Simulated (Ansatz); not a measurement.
Wanted: the native input for an Ansatz 0.2.0 run.

| Item | Value |
| --- | --- |
| Task | relaxation of cell and atoms |
| Functional | revPBE |
| Dispersion | D4 |
| Potentials or basis | all-electron LAPW, scalar-relativistic |
| Basis error allowed | 0.001 eV/atom |
| k mesh | 7 × 7 × 7 |
| Occupations | fermi-dirac, width 0.05 eV |
| Spin | no spin polarisation |

HgTe (Coloradoite):

```
Hg Te
1.0
     0.00000    3.21450    3.21450
     3.21450    0.00000    3.21450
     3.21450    3.21450    0.00000
Hg Te
1 1
Direct
  0.00000 0.00000 0.00000
  0.75000 0.75000 0.75000
```

These files were run (other wordings do the same):

input.yaml

```yaml
crystal:
  lattice:
    - [0.0, 3.2145, 3.2145]
    - [3.2145, 0.0, 3.2145]
    - [3.2145, 3.2145, 0.0]
  atoms:
    - { symbol: Hg, position: [0.0, 0.0, 0.0] }
    - { symbol: Te, position: [0.75, 0.75, 0.75] }
kpoints:
  mp_grid: { grid: [7, 7, 7] }
scf:
  occupations: { method: fermi_dirac, width: 0.05 }
hamiltonian:
  xc: revpbe
  dispersion: d4
  pseudopotentials: { kind: all_electron, lapw: { basis_error: 0.001 } }
output:
  forces: true
  stress: true
relax:
  f_tol: 0.01
  max_steps: 60
  cell: {}
```

Potentials or basis: all-electron LAPW, scalar-relativistic.

Command:

```bash
$ ansatz run input.yaml --threads 1 --pin off --max-ram 3072MiB --backend cpu --events-out ev --progress --plain --runs-dir out
```

It gave:

| Quantity | Value |
| --- | --- |
| Relaxed volume | 34.96 Å³/atom |
| Relaxed cell | a = 4.624 Å, b = 4.624 Å, c = 4.624 Å, α = 60.00°, β = 60.00°, γ = 60.00° |
| Space group after relaxing (to 0.05 Å) | F-43m (No. 216) |
| Energy gained by relaxing | 11.9 meV/atom |
| Ionic steps | 5 |
| Pressure after relaxing | 0.0 GPa |

Wall time 28 s on 1 thread of Intel(R) Xeon(R) 6975P-C (Granite Rapids), with other jobs on the host, peak memory 0.36 GiB.
